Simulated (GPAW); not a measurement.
Fe: single point with PBEsol

Fe:

```
Fe
1.0
     2.43416    0.00000    0.00000
    -1.21708    2.10804    0.00000
     0.00000    0.00000    3.84193
Fe
2
Direct
  0.66667 0.33333 0.75000
  0.33333 0.66667 0.25000
```

This isn't the form of Fe at room conditions, which is bcc.

```json
{
 "Program": "GPAW 26.7.0",
 "Task": "single point",
 "Functional": "PBEsol",
 "Potentials or basis": "PAW data sets generated in the run's folder for this functional",
 "Cutoff": "600 eV",
 "Basis": "pw",
 "k mesh": "12 × 12 × 7",
 "Occupations": "fermi-dirac, width 0.05 eV",
 "Spin": "collinear spin, ferromagnetic start",
 "Starting moments": "[4.5, 4.5] μB"
}
```

| Property | Result |
| --- | --- |
| Pressure | 2.9 GPa |
| Band gap on the k mesh | none (metal or under the smearing width) |
| Net moment | 0.00 μB per cell |

Stress tensor (GPa, compression positive):
```
2.22 0.00 0.00
0.00 2.22 0.00
0.00 0.00 4.23
```

Levels at points of the mesh, in eV from the Fermi level:
Spin up:
| k point | band 6 | band 7 | band 8 | band 9 | band 10 | band 11 |
| --- | --- | --- | --- | --- | --- | --- |
| (0.00, 0.00, 0.00) | -1.27 | -1.27 | -0.92 | -0.92 | 0.40 | 0.75 |
| (0.50, 0.50, 0.00) | -1.64 | -1.15 | 0.85 | 1.10 | 1.14 | 2.76 |
Spin down:
```tsv
k point	band 5	band 6	band 7	band 8	band 9	band 10	band 11	band 12
(0.00, 0.00, 0.00)	-1.62	-1.27	-1.27	-0.92	-0.92	0.40	0.75	0.75
(0.50, 0.50, 0.00)	-2.10	-1.64	-1.15	0.85	1.10	1.14	2.76	4.96
```

Run time: 79 s on 1 thread of Arm Neoverse V2, on a shared host, peak memory 0.19 GiB.

Caveat: the starting moments collapsed, and a magnetic state may lie lower.
